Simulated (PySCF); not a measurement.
An unknown is described by computed data only.

Elements present: C, H and N. Monoisotopic mass: 68.0374 u.

- 13C NMR: chemical shifts (computed TMS as zero) by class: 136.3 (1 C), 134.8 (1 C), 118.1 (1 C) ppm [GIAO PBE0/pcSseg-1]
- Couplings: largest of the computed one-bond spin–spin couplings (means over like bonds): 13C–1H +213.7, 13C–1H +197.1, 13C–1H +192.5, 15N–1H -100.1, 13C–13C +75.0, 15N–13C -17.3, 15N–13C -11.8, 15N–13C +2.5 Hz [B3LYP/pcJ-1]
- 1H NMR: chemical shifts (computed TMS as zero) by class: 8.40 (1 H), 7.43 (1 H), 7.37 (1 H), 6.97 (1 H) ppm [GIAO PBE0/pcSseg-1]
- Rotational structure: rotational constants A, B, C: 9.955, 9.526, 4.868 GHz [GFN2-xTB]
- Dipole: 3.81 D [PBE0/pcSseg-1]
- NMR, other nuclei: isotropic shieldings of nuclei other than C and H, by class: -35 (1 N), 90 (1 N) ppm [GIAO PBE0/pcSseg-1]

Electronic properties: PySCF, gas phase, density fitting. Levels stand in brackets. Isolated species at its GFN2-xTB geometry, gas phase. NMR classes are plain means over equivalent atoms (diastereotopic ones count apart unless rotation or inversion swaps them), as if these changed places fast.

**Question.** Which formula fits the mass and the elements?

**Answer.** C3H4N2 (calculated 68.0374). No other formula that holds each of these elements comes within 0.0003 u with a fitting electron parity and a possible valence count.

**Question.** Give a SMILES that accounts for the data.

**Answer.** Numbering: `[cH:1]1[cH:2][nH:3][cH:4][n:5]1`. Its formula, C3H4N2, gives 3 degrees of unsaturation: 1 ring and 2 π bonds in the structure found (Kekulé form). 3 carbons fall into 3 classes; from least to most shielded: aromatic CH next to a ring nitrogen [C4] (136.3 ppm), aromatic CH next to a ring nitrogen [C1] (134.8 ppm), aromatic CH next to a ring nitrogen [C2] (118.1 ppm). Hydrogen classes from least to most shielded: 1 H on a pyrrole-type nitrogen, N3 (8.40 ppm), 1 H on an aromatic CH next to a ring nitrogen, C4 (7.43 ppm), 1 H on an aromatic CH next to a ring nitrogen, C1 (7.37 ppm), 1 H on an aromatic CH next to a ring nitrogen, C2 (6.97 ppm). The other shieldings belong to: -35 ppm, pyridine-type nitrogen [N5]; 90 ppm, pyrrole-type nitrogen [N3]. The couplings run between: +213.7 Hz, aromatic CH next to a ring nitrogen [C4] and its hydrogen; +197.1 Hz, aromatic CH next to a ring nitrogen [C1] and its hydrogen; +192.5 Hz, aromatic CH next to a ring nitrogen [C2] and its hydrogen; -100.1 Hz, pyrrole-type nitrogen [N3] and its hydrogen; +75.0 Hz, aromatic CH next to a ring nitrogen [C1] and aromatic CH next to a ring nitrogen [C2]; -17.3 Hz, pyrrole-type nitrogen [N3] and aromatic CH next to a ring nitrogen [C2]; -11.8 Hz, pyrrole-type nitrogen [N3] and aromatic CH next to a ring nitrogen [C4]; +2.5 Hz, pyridine-type nitrogen [N5] and aromatic CH next to a ring nitrogen [C1]. The optimised geometry has point group Cs and is an asymmetric top. Structure: `c1c[nH]cn1`. Computed isomers that give other values at the same levels: `N#C/C=C\N` (rotational constant A: 13.295 GHz; this holds for the one conformer computed); `c1cn[nH]c1` (13C chemical shifts (computed TMS as zero) by class: 142.8 (1 C), 130.3 (1 C), 110.3 (1 C) ppm). The assignments are read from this structure; whether some other isomer fits the data as well wasn't checked.
